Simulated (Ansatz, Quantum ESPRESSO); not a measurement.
# H-SnSn-H chair, 1 layer: response to a perpendicular field, part 3 of 5

Wanted: polarisability and gap of H-SnSn-H chair, 1 layer against a perpendicular field.

Quantum ESPRESSO 7.5; plane-wave DFT, PBE, PseudoDojo norm-conserving pseudopotentials; geometry and cross-check by Ansatz 0.2.0 with PAW datasets.

So far. Step 3 (SCF with pw.x: no field): The run needed 10 iterations to bring the estimated error under 1e-09 Ry; the largest force on any atom, held or free, is 0.03 eV/Å. Step 4 (Potential by pp.x): The vacuum is flat to 0.1 meV/Å, so its level is well defined. Inside the slab the curve depends on the local part of the pseudopotentials; only the vacuum level has a meaning of its own.

## 5. Band structure: no field

The density is frozen and the levels are solved along a path.

File f0.bands.in:

```
&control
  prefix = 'f0.bands'
  outdir = './out'
  pseudo_dir = './pseudo'
  calculation = 'bands'
  tefield = .true.
  dipfield = .true.
/
&system
  ibrav = 0
  nat = 4
  ntyp = 2
  ecutwfc = 64
  ecutrho = 256
  occupations = 'smearing'
  smearing = 'fd'
  degauss = 0.004
  edir = 3
  emaxpos = 0.97
  eopreg = 0.04
  eamp = 0.0
  nbnd = 21
/
&electrons
  conv_thr = 1e-07
  mixing_beta = 0.4
  electron_maxstep = 120
  mixing_mode = 'local-TF'
/
ATOMIC_SPECIES
  H   1.0080  H.dojo-sr-pbe-0.4.1-standard.upf
  Sn  118.7100  Sn.dojo-sr-pbe-0.4.1-standard.upf
CELL_PARAMETERS angstrom
  4.71418195605732 0.00000000000000 0.00000000000000
  -2.35709097802866 4.08260133200786 -0.00000000000000
  0.00000000000000 -0.00000000000000 21.32666666670000
ATOMIC_POSITIONS crystal
  H   0.666666666667 0.333333333333 0.399246386740
  Sn  0.666666666667 0.333333333333 0.480695209743
  Sn  0.333333333333 0.666666666667 0.519304795077
  H   0.333333333333 0.666666666667 0.600753608440
K_POINTS crystal_b
4
  0.0000000000 0.0000000000 0.0000000000 14
  0.5000000000 0.0000000000 0.0000000000 14
  0.3333333333 0.3333333333 0.0000000000 14
  0.0000000000 0.0000000000 0.0000000000 1
```

Command:

```console
> cp -r out/f0.save out/f0.bands.save
> cp out/f0.xml out/f0.bands.xml
> OMP_NUM_THREADS=1 mpirun -n 4 pw.x -nk 4 -in f0.bands.in > f0.bands.out
```

The log of the run:

```text
[banner, memory and clock lines left out]
Program PWSCF v.7.5 starts

          URL

     Presently no symmetry can be used with electric field

     Atomic positions and unit cell read from directory:
     ./out/f0.bands.save/

     G-vector sticks info

     bravais-lattice index     =            0
     lattice parameter (alat)  =       8.9085  a.u.
     unit-cell volume          =    2769.8924 (a.u.)^3
     number of atoms/cell      =            4
     number of atomic types    =            2
     number of electrons       =        30.00
     number of Kohn-Sham states=           21
     kinetic-energy cutoff     =      64.0000  Ry
     charge density cutoff     =     256.0000  Ry
     Exchange-correlation= PBE
                           (   1   4   3   4   0   0   0)

     celldm(1)=   8.908513  celldm(2)=   0.000000  celldm(3)=   0.000000
     celldm(4)=   0.000000  celldm(5)=   0.000000  celldm(6)=   0.000000

     crystal axes: (cart. coord. in units of alat)
               a(1) = (   1.000000   0.000000   0.000000 )
               a(2) = (  -0.500000   0.866025  -0.000000 )
               a(3) = (   0.000000  -0.000000   4.523938 )

     reciprocal axes: (cart. coord. in units 2 pi/alat)
               b(1) = (  1.000000  0.577350  0.000000 )
               b(2) = ( -0.000000  1.154701  0.000000 )
               b(3) = ( -0.000000  0.000000  0.221046 )

     PseudoPot. # 1 for H  read from file:
     ./pseudo/H.dojo-sr-pbe-0.4.1-standard.upf
     Pseudo is Norm-conserving, Zval =  1.0
     Generated using ONCVPSP code by D. R. Hamann
     Using radial grid of 1166 points,  3 beta functions with:
                l(1) =   0
                l(2) =   0
                l(3) =   1

     PseudoPot. # 2 for Sn read from file:
     ./pseudo/Sn.dojo-sr-pbe-0.4.1-standard.upf
     Pseudo is Norm-conserving + core correction, Zval = 14.0
     Generated using ONCVPSP code by D. R. Hamann
     Using radial grid of 1628 points,  6 beta functions with:
                l(1) =   0
                l(2) =   0
                l(3) =   1
                l(4) =   1
                l(5) =   2
                l(6) =   2

     atomic species   valence    mass     pseudopotential
     H                 1.00     1.00800     H ( 1.00)
     Sn               14.00   118.71000     Sn( 1.00)

     No symmetry found

   Cartesian axes

     site n.     atom                  positions (alat units)
         1        H      tau(   1) = (   0.5000000   0.2886751   1.8061659  )
         2        Sn     tau(   2) = (   0.5000000   0.2886751   2.1746353  )
         3        Sn     tau(   3) = (  -0.0000000   0.5773503   2.3493027  )
         4        H      tau(   4) = (  -0.0000000   0.5773503   2.7177720  )

     number of k points=    43  Fermi-Dirac smearing, width (Ry)=  0.0040
                       cart. coord. in units 2pi/alat
        k(    1) = (   0.0000000   0.0000000   0.0000000), wk =   0.0465116
        k(    2) = (   0.0357143   0.0206197   0.0000000), wk =   0.0465116
        k(    3) = (   0.0714286   0.0412393   0.0000000), wk =   0.0465116
        k(    4) = (   0.1071429   0.0618590   0.0000000), wk =   0.0465116
        k(    5) = (   0.1428571   0.0824786   0.0000000), wk =   0.0465116
        k(    6) = (   0.1785714   0.1030983   0.0000000), wk =   0.0465116
        k(    7) = (   0.2142857   0.1237179   0.0000000), wk =   0.0465116
        k(    8) = (   0.2500000   0.1443376   0.0000000), wk =   0.0465116
        k(    9) = (   0.2857143   0.1649572   0.0000000), wk =   0.0465116
        k(   10) = (   0.3214286   0.1855769   0.0000000), wk =   0.0465116
        k(   11) = (   0.3571429   0.2061965   0.0000000), wk =   0.0465116
        k(   12) = (   0.3928571   0.2268162   0.0000000), wk =   0.0465116
        k(   13) = (   0.4285714   0.2474358   0.0000000), wk =   0.0465116
        k(   14) = (   0.4642857   0.2680555   0.0000000), wk =   0.0465116
        k(   15) = (   0.5000000   0.2886751   0.0000000), wk =   0.0465116
        k(   16) = (   0.4880952   0.3092948   0.0000000), wk =   0.0465116
        k(   17) = (   0.4761905   0.3299144   0.0000000), wk =   0.0465116
        k(   18) = (   0.4642857   0.3505341   0.0000000), wk =   0.0465116
        k(   19) = (   0.4523810   0.3711537   0.0000000), wk =   0.0465116
        k(   20) = (   0.4404762   0.3917734   0.0000000), wk =   0.0465116
        k(   21) = (   0.4285714   0.4123930   0.0000000), wk =   0.0465116
        k(   22) = (   0.4166667   0.4330127   0.0000000), wk =   0.0465116
        k(   23) = (   0.4047619   0.4536324   0.0000000), wk =   0.0465116
        k(   24) = (   0.3928571   0.4742520   0.0000000), wk =   0.0465116
        k(   25) = (   0.3809524   0.4948717   0.0000000), wk =   0.0465116
        k(   26) = (   0.3690476   0.5154913   0.0000000), wk =   0.0465116
        k(   27) = (   0.3571429   0.5361110   0.0000000), wk =   0.0465116
        k(   28) = (   0.3452381   0.5567306   0.0000000), wk =   0.0465116
        k(   29) = (   0.3333333   0.5773503   0.0000000), wk =   0.0465116
        k(   30) = (   0.3095238   0.5361110   0.0000000), wk =   0.0465116
        k(   31) = (   0.2857143   0.4948717   0.0000000), wk =   0.0465116
        k(   32) = (   0.2619048   0.4536324   0.0000000), wk =   0.0465116
        k(   33) = (   0.2380952   0.4123930   0.0000000), wk =   0.0465116
        k(   34) = (   0.2142857   0.3711537   0.0000000), wk =   0.0465116
        k(   35) = (   0.1904762   0.3299144   0.0000000), wk =   0.0465116
        k(   36) = (   0.1666667   0.2886751   0.0000000), wk =   0.0465116
        k(   37) = (   0.1428571   0.2474358   0.0000000), wk =   0.0465116
        k(   38) = (   0.1190476   0.2061965   0.0000000), wk =   0.0465116
        k(   39) = (   0.0952381   0.1649572   0.0000000), wk =   0.0465116
        k(   40) = (   0.0714286   0.1237179   0.0000000), wk =   0.0465116
        k(   41) = (   0.0476190   0.0824786   0.0000000), wk =   0.0465116
        k(   42) = (   0.0238095   0.0412393   0.0000000), wk =   0.0465116
        k(   43) = (   0.0000000   0.0000000   0.0000000), wk =   0.0465116

     Dense  grid:   191545 G-vectors     FFT dimensions: (  45,  45, 216)

     The potential is recalculated from file :
     ./out/f0.bands.save/charge-density

     Adding external electric field

     Computed dipole along edir(3) :
        Dipole                0.0000 Ry au,          0.0000 Debye
        Dipole field          0.0000 Ry au,

        Potential amp.       -0.0000 Ry
        Total length         38.6895 bohr

     Starting wfcs are   20 randomized atomic wfcs +    1 random wfcs

     Band Structure Calculation
     Davidson diagonalization with overlap

[...]
-23.9112 -23.8844 -23.8253 -23.7458 -23.7140 -23.6277 -23.6118 -23.5857
   -23.5368 -23.4915 -10.7852  -9.1995  -5.7087  -5.1867  -3.9457  -1.1809
     0.7650   1.3079   2.7284   2.9224   3.6744

          k = 0.4643 0.2681 0.0000 ( 23950 PWs)   bands (ev):

   -23.9122 -23.8835 -23.8280 -23.7462 -23.7123 -23.6253 -23.6128 -23.5821
   -23.5406 -23.4906 -10.6770  -9.3214  -5.7292  -5.2046  -3.9770  -1.1950
     0.7296   1.3070   2.7604   3.1194   3.5757

          k = 0.5000 0.2887 0.0000 ( 23956 PWs)   bands (ev):

   -23.9126 -23.8831 -23.8290 -23.7463 -23.7117 -23.6246 -23.6132 -23.5806
   -23.5422 -23.4903 -10.6354  -9.3680  -5.7353  -5.2108  -3.9875  -1.1996
     0.7171   1.3067   2.7703   3.2888   3.3987

          k = 0.4881 0.3093 0.0000 ( 23938 PWs)   bands (ev):

   -23.9135 -23.8822 -23.8291 -23.7458 -23.7116 -23.6249 -23.6133 -23.5805
   -23.5428 -23.4896 -10.6319  -9.3706  -5.7332  -5.2117  -4.0095  -1.1660
     0.7197   1.3087   2.7213   3.3307   3.4021

          k = 0.4762 0.3299 0.0000 ( 23950 PWs)   bands (ev):

   -23.9160 -23.8798 -23.8293 -23.7445 -23.7113 -23.6261 -23.6138 -23.5804
   -23.5446 -23.4878 -10.6213  -9.3783  -5.7267  -5.2144  -4.0718  -1.0686
     0.7275   1.3147   2.6063   3.4122   3.4240

          k = 0.4643 0.3505 0.0000 ( 23922 PWs)   bands (ev):

   -23.9194 -23.8764 -23.8295 -23.7422 -23.7107 -23.6280 -23.6145 -23.5802
   -23.5472 -23.4850 -10.6038  -9.3914  -5.7160  -5.2188  -4.1659  -0.9166
     0.7404   1.3250   2.4647   3.4288   3.5287

          k = 0.4524 0.3712 0.0000 ( 23928 PWs)   bands (ev):

   -23.9232 -23.8727 -23.8300 -23.7390 -23.7100 -23.6308 -23.6156 -23.5799
   -23.5503 -23.4816 -10.5793  -9.4102  -5.7011  -5.2250  -4.2812  -0.7211
     0.7583   1.3400   2.3147   3.4519   3.6252

          k = 0.4405 0.3918 0.0000 ( 23952 PWs)   bands (ev):

   -23.9271 -23.8689 -23.8305 -23.7351 -23.7090 -23.6344 -23.6169 -23.5796
   -23.5534 -23.4781 -10.5479  -9.4349  -5.6821  -5.2331  -4.4078  -0.4930
     0.7811   1.3605   2.1641   3.4809   3.7024

          k = 0.4286 0.4124 0.0000 ( 23932 PWs)   bands (ev):

   -23.9308 -23.8653 -23.8312 -23.7304 -23.7078 -23.6387 -23.6184 -23.5793
   -23.5565 -23.4745 -10.5096  -9.4659  -5.6590  -5.2430  -4.5379  -0.2426
     0.8086   1.3881   2.0173   3.5153   3.7455

          k = 0.4167 0.4330 0.0000 ( 23946 PWs)   bands (ev):

   -23.9343 -23.8618 -23.8321 -23.7251 -23.7065 -23.6437 -23.6201 -23.5788
   -23.5593 -23.4712 -10.4645  -9.5037  -5.6320  -5.2547  -4.6654   0.0202
     0.8406   1.4260   1.8769   3.5536   3.7258

          k = 0.4048 0.4536 0.0000 ( 23942 PWs)   bands (ev):

   -23.9374 -23.8586 -23.8331 -23.7193 -23.7049 -23.6492 -23.6220 -23.5783
   -23.5619 -23.4681 -10.4128  -9.5485  -5.6012  -5.2683  -4.7858   0.2834
     0.8767   1.4803   1.7447   3.5934   3.6245

          k = 0.3929 0.4743 0.0000 ( 23928 PWs)   bands (ev):

   -23.9401 -23.8555 -23.8342 -23.7132 -23.7031 -23.6552 -23.6239 -23.5777
   -23.5641 -23.4654 -10.3545  -9.6007  -5.5669  -5.2837  -4.8958   0.5310
     0.9164   1.5617   1.6220   3.4681   3.6288

          k = 0.3810 0.4949 0.0000 ( 23940 PWs)   bands (ev):

   -23.9424 -23.8527 -23.8356 -23.7069 -23.7012 -23.6614 -23.6258 -23.5770
   -23.5661 -23.4632 -10.2899  -9.6605  -5.5295  -5.3008  -4.9927   0.7413
     0.9589   1.5100   1.6863   3.2873   3.6479

          k = 0.3690 0.5155 0.0000 ( 23934 PWs)   bands (ev):

   -23.9441 -23.8501 -23.8371 -23.7006 -23.6992 -23.6679 -23.6276 -23.5762
   -23.5680 -23.4614 -10.2190  -9.7277  -5.4897  -5.3194  -5.0746   0.8962
     1.0028   1.4100   1.8657   3.0977   3.6343

          k = 0.3571 0.5361 0.0000 ( 23914 PWs)   bands (ev):

   -23.9454 -23.8476 -23.8389 -23.6971 -23.6947 -23.6742 -23.6291 -23.5752
   -23.5696 -23.4601 -10.1421  -9.8022  -5.4490  -5.3393  -5.1392   0.9950
     1.0451   1.3244   2.0906   2.9070   3.5879

          k = 0.3452 0.5567 0.0000 ( 23908 PWs)   bands (ev):

   -23.9461 -23.8452 -23.8408 -23.6952 -23.6895 -23.6803 -23.6301 -23.5741
   -23.5712 -23.4593 -10.0594  -9.8837  -5.4107  -5.3602  -5.1830   1.0517
     1.0776   1.2602   2.3302   2.7197   3.5335

          k = 0.3333 0.5774 0.0000 ( 23886 PWs)   bands (ev):

   -23.9464 -23.8429 -23.8429 -23.6940 -23.6852 -23.6852 -23.6305 -23.5727
   -23.5727 -23.4591  -9.9714  -9.9714  -5.3817  -5.3817  -5.1993   1.0804
     1.0804   1.2354   2.5394   2.5394   3.5066

          k = 0.3095 0.5361 0.0000 ( 23917 PWs)   bands (ev):

   -23.9454 -23.8479 -23.8385 -23.7007 -23.6851 -23.6808 -23.6287 -23.5758
   -23.5690 -23.4601 -10.1627  -9.7806  -5.4243  -5.3640  -5.1396   1.0052
     1.0860   1.2806   2.2157   2.6885   3.6341

          k = 0.2857 0.4949 0.0000 ( 23955 PWs)   bands (ev):

   -23.9426 -23.8535 -23.8339 -23.7106 -23.6821 -23.6802 -23.6239 -23.5792
   -23.5639 -23.4628 -10.3690  -9.5734  -5.4616  -5.3520  -5.0117   0.9220
     1.0465   1.3022   1.9874   2.5676   3.7237

          k = 0.2619 0.4536 0.0000 ( 23953 PWs)   bands (ev):

   -23.9382 -23.8594 -23.8290 -23.7192 -23.6873 -23.6750 -23.6180 -23.5829
   -23.5572 -23.4671 -10.5825  -9.3550  -5.4861  -5.3192  -4.8518   0.8316
     0.9758   1.2260   1.9162   2.3968   3.4828

          k = 0.2381 0.4124 0.0000 ( 23933 PWs)   bands (ev):

   -23.9324 -23.8652 -23.8236 -23.7263 -23.6947 -23.6704 -23.6126 -23.5867
   -23.5494 -23.4725 -10.7959  -9.1326  -5.4881  -5.2701  -4.6665   0.6874
     0.8826   1.1245   1.9575   2.2449   3.2698

          k = 0.2143 0.3712 0.0000 ( 23935 PWs)   bands (ev):

   -23.9256 -23.8706 -23.8179 -23.7322 -23.7034 -23.6670 -23.6078 -23.5901
   -23.5416 -23.4786 -11.0028  -8.9151  -5.4561  -5.2133  -4.4579   0.4755
     0.7761   1.0723   2.0274   2.1293   3.0898

          k = 0.1905 0.3299 0.0000 ( 23939 PWs)   bands (ev):

   -23.9180 -23.8750 -23.8117 -23.7373 -23.7129 -23.6657 -23.6034 -23.5924
   -23.5344 -23.4852 -11.1980  -8.7126  -5.3773  -5.1562  -4.2293   0.2324
     0.6670   1.0485   2.0489   2.0855   2.9283

          k = 0.1667 0.2887 0.0000 ( 23955 PWs)   bands (ev):

   -23.9100 -23.8782 -23.8053 -23.7419 -23.7227 -23.6670 -23.5989 -23.5926
   -23.5287 -23.4921 -11.3773  -8.5353  -5.2399  -5.1038  -3.9864  -0.0192
     0.5675   1.0263   1.9924   2.1143   2.7418

          k = 0.1429 0.2474 0.0000 ( 23973 PWs)   bands (ev):

   -23.9019 -23.8798 -23.7989 -23.7467 -23.7325 -23.6709 -23.5940 -23.5905
   -23.5248 -23.4990 -11.5375  -8.3907  -5.0589  -5.0352  -3.7377  -0.2765
     0.4892   0.9946   1.9431   2.0831   2.4953

          k = 0.1190 0.2062 0.0000 ( 23955 PWs)   bands (ev):

   -23.8940 -23.8798 -23.7929 -23.7520 -23.7420 -23.6763 -23.5885 -23.5863
   -23.5227 -23.5059 -11.6763  -8.2813  -5.0225  -4.7608  -3.4941  -0.5478
     0.4424   0.9530   1.8658   1.8870   2.3180

          k = 0.0952 0.1650 0.0000 ( 23973 PWs)   bands (ev):

   -23.8865 -23.8783 -23.7875 -23.7580 -23.7511 -23.6820 -23.5823 -23.5809
   -23.5227 -23.5126 -11.7918  -8.2044  -4.9944  -4.4205  -3.2688  -0.8494
     0.4346   0.9072   1.4853   1.8180   2.2686

          k = 0.0714 0.1237 0.0000 ( 24001 PWs)   bands (ev):

   -23.8798 -23.8757 -23.7831 -23.7644 -23.7592 -23.6869 -23.5758 -23.5749
   -23.5244 -23.5191 -11.8828  -8.1540  -4.9740  -4.0239  -3.0758  -1.1995
     0.4672   0.8637   1.1221   1.7379   2.2482

          k = 0.0476 0.0825 0.0000 ( 23995 PWs)   bands (ev):

   -23.8743 -23.8728 -23.7797 -23.7704 -23.7657 -23.6905 -23.5695 -23.5690
   -23.5272 -23.5250 -11.9485  -8.1237  -4.9604  -3.5847  -2.9283  -1.6052
     0.5311   0.8244   0.8531   1.6538   2.2339

          k = 0.0238 0.0412 0.0000 ( 24011 PWs)   bands (ev):

   -23.8707 -23.8704 -23.7775 -23.7749 -23.7701 -23.6926 -23.5645 -23.5644
   -23.5301 -23.5295 -11.9881  -8.1079  -4.9526  -3.1273  -2.8360  -2.0468
     0.5997   0.6841   0.8077   1.5818   2.2244

          k = 0.0000 0.0000 0.0000 ( 23971 PWs)   bands (ev):

   -23.8694 -23.8694 -23.7765 -23.7765 -23.7719 -23.6933 -23.5624 -23.5624
   -23.5313 -23.5313 -12.0013  -8.1030  -4.9501  -2.8046  -2.8046  -2.3655
     0.6308   0.6308   0.7997   1.5513   2.2210

     XML data file, pseudopotentials, collected wavefunctions

                                        0.00s GPU  (     438 calls)
```

Run time: 72 s. Hardware: 4 MPI ranks of Arm Neoverse V1, shared host; peak memory 0.57 GiB.

Numbers from this step:

* conduction bottom, on the run's zero: -2.365 eV

Band numbers count within the set of bands kept for display. The electronic bands at the labelled points (eV, zero at the highest filled level of the SCF mesh; v1 is the highest filled band, c1 the lowest empty one):

```
  point     v4     v3     v2     v1    c1    c2    c3    c4
      Γ  -5.30  -2.15   0.00   0.00  0.44  3.44  3.44  3.60
halfway  -5.60  -2.36  -2.20  -0.70  1.82  3.73  4.02  4.78
      M  -6.56  -2.93  -2.41  -1.18  1.61  3.52  4.11  5.57
halfway  -6.70  -2.83  -2.45  -1.86  2.82  3.65  4.23  4.68
      K  -7.17  -2.58  -2.58  -2.39  3.89  3.89  4.04  5.34
halfway  -5.73  -2.44  -2.30  -1.18  2.79  3.37  3.83  4.80
      Γ  -5.30  -2.15   0.00   0.00  0.44  3.44  3.44  3.60
```

Along this path the valence top lies at Γ and the conduction bottom at Γ.

## 6. SCF with pw.x: field 0.1 V/Å

eamp is the field in Hartree atomic units (1 a.u. = 51.42 V/Å). With dipfield on, it is the field in the vacuum beside an isolated sheet. The run starts from the density of the one before.

File f1.in:

```
&control
  prefix = 'f1'
  outdir = './out'
  pseudo_dir = './pseudo'
  calculation = 'scf'
  tprnfor = .true.
  tefield = .true.
  dipfield = .true.
/
&system
  ibrav = 0
  nat = 4
  ntyp = 2
  ecutwfc = 64
  ecutrho = 256
  occupations = 'smearing'
  smearing = 'fd'
  degauss = 0.004
  edir = 3
  emaxpos = 0.97
  eopreg = 0.04
  eamp = 0.00194469
/
&electrons
  conv_thr = 1e-09
  mixing_beta = 0.4
  electron_maxstep = 120
  mixing_mode = 'plain'
  startingpot = 'file'
/
ATOMIC_SPECIES
  H   1.0080  H.dojo-sr-pbe-0.4.1-standard.upf
  Sn  118.7100  Sn.dojo-sr-pbe-0.4.1-standard.upf
CELL_PARAMETERS angstrom
  4.71418195605732 0.00000000000000 0.00000000000000
  -2.35709097802866 4.08260133200786 -0.00000000000000
  0.00000000000000 -0.00000000000000 21.32666666670000
ATOMIC_POSITIONS crystal
  H   0.666666666667 0.333333333333 0.399246386740
  Sn  0.666666666667 0.333333333333 0.480695209743
  Sn  0.333333333333 0.666666666667 0.519304795077
  H   0.333333333333 0.666666666667 0.600753608440
K_POINTS automatic
  6 6 1 0 0 0
```

Command:

```console
> cp -r out/f0.save out/f1.save
> OMP_NUM_THREADS=1 mpirun -n 4 pw.x -nk 2 -in f1.in > f1.out
```

The log of the run:

```text
[banner, memory and clock lines left out]
Program PWSCF v.7.5 starts
[...]
number of electrons       =        30.00
     number of Kohn-Sham states=           19
     kinetic-energy cutoff     =      64.0000  Ry
     charge density cutoff     =     256.0000  Ry
[...]
number of k points=    20  Fermi-Dirac smearing, width (Ry)=  0.0040
[...]
Dense  grid:   191545 G-vectors     FFT dimensions: (  45,  45, 216)
     The initial density is read from file :
[...]
Starting wfcs are   20 randomized atomic wfcs
[...]
estimated scf accuracy    <       0.00284801 Ry
[...]
estimated scf accuracy    <       0.00282806 Ry
[...]
estimated scf accuracy    <       0.00000473 Ry
[...]
estimated scf accuracy    <       0.00000264 Ry
[...]
estimated scf accuracy    <       0.00000024 Ry
[...]
estimated scf accuracy    <       0.00000007 Ry
[...]
estimated scf accuracy    <          4.0E-09 Ry
[...]
Computed dipole along edir(3) :
        Dipole                0.0811 Ry au,          0.2062 Debye
        Dipole field          0.0004 Ry au,
        E field amplitude [Ha a.u.]:  1.9447E-03
        Potential amp.        0.1220 Ry
        Total length         38.6895 bohr
[...]
the Fermi energy is    -2.5492 ev
!    total energy              =    -317.49924286 Ry
     estimated scf accuracy    <          4.0E-10 Ry
     smearing contrib. (-TS)   =      -0.00005525 Ry
     internal energy E=F+TS    =    -317.49918760 Ry
[...]
one-electron contribution =    -967.99802755 Ry
     hartree contribution      =     490.03353751 Ry
     xc contribution           =     -89.46614983 Ry
     ewald contribution        =     249.93173794 Ry
     electric field correction =      -0.00028567 Ry
     convergence has been achieved in   8 iterations
[...]
Total force =     0.002404     Total SCF correction =     0.000198
[...]
```

The job ended after 44 s (4 MPI ranks; peak memory 0.58 GiB).

Read from the output:

| Quantity | Value |
| --- | --- |
| free energy | -4319.7973 eV |
| energy at zero smearing | -4319.7969 eV |
| Fermi energy | -2.549 eV |
| dipole along the normal | 0.04293 e·Å |
| valence top, on the run's zero | -2.788 eV |
| conduction bottom, on the run's zero | -2.349 eV |
| gap by band count | 0.4390 eV |

The dipole goes from 0.0000 to 0.0429 e Å, 0.4293 e Å per V/Å.

## 7. Electrostatic potential

File f1.pot.in:

```
&inputpp
  prefix = 'f1'
  outdir = './out'
  filplot = 'f1.pot.dat'
  plot_num = 11
/
```

Command:

```console
> OMP_NUM_THREADS=1 mpirun -n 4 pp.x -in f1.pot.in > f1.pot.out
```

The job ended after 1.1 s (4 MPI ranks; peak memory 0.13 GiB; 3.5 s of CPU time).

Numbers from this step:

* slope of the potential above: 0.1000 eV/Å
* upper vacuum line continued to the top atoms, over the valence top: 5.000 eV
* slope of the potential below: 0.09999 eV/Å
* lower vacuum line continued to the bottom atoms, over the valence top: 4.973 eV

The slope in the vacuum is 0.100 eV/Å for an applied 0.10 V/Å, as it should be.

(Part 3 of 5 ends here.)

[Logs are printed without paths, hosts, clocks, repeated set-up lines and the standing remarks that a program may print on its own settings, such as how far it seeks lower states.]

[Hosts, paths, dates, database ids (printed as entryN), source tags and the programs' standing remarks are cut or masked in the printed files.]

[Maps of the electrostatic potential energy from Ansatz leave out the sawtooth potential of an applied field or a dipole correction, so their vacuum need not be flat; planar profiles and work functions include it.]
